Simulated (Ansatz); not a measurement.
# Ti (Fm-3m) in Ansatz: equation of state

Aim: energy against volume of Ti in PBEsol, for its equilibrium volume and stiffness.

Everything below comes from runs of Ansatz 0.2.0. Logs are shortened: lines on timing, memory, paths and dates and some standing lists are left out, and cuts for length are marked.

## 1. The structure

Symmetry: Fm-3m, No. 225, cubic system. Conventional cell: a = 4.060 Å, b = 4.060 Å, c = 4.060 Å, α = 90.00°, β = 90.00°, γ = 90.00°. Ti (site symmetry m-3m) has 12 Ti at 2.87 Å as nearest neighbours.

This isn't the form of Ti at room conditions, which is hcp.

## 2. Equation of state, PBEsol

Potentials or basis: all-electron LAPW, scalar-relativistic.

This step only gathers the single runs of the series.

Results:

* Equilibrium volume: 16.65 Å³/atom
* Bulk modulus: 114 GPa
* Pressure derivative of the bulk modulus: 3.5

Energy against volume, from the lowest point:
| volume (Å³/atom) | energy (meV/atom) |
| --- | --- |
| 15.727 | 19.71 |
| 16.062 | 7.67 |
| 16.396 | 1.27 |
| 16.731 | 0.00 |
| 17.065 | 3.41 |
| 17.400 | 11.09 |
| 17.735 | 22.69 |
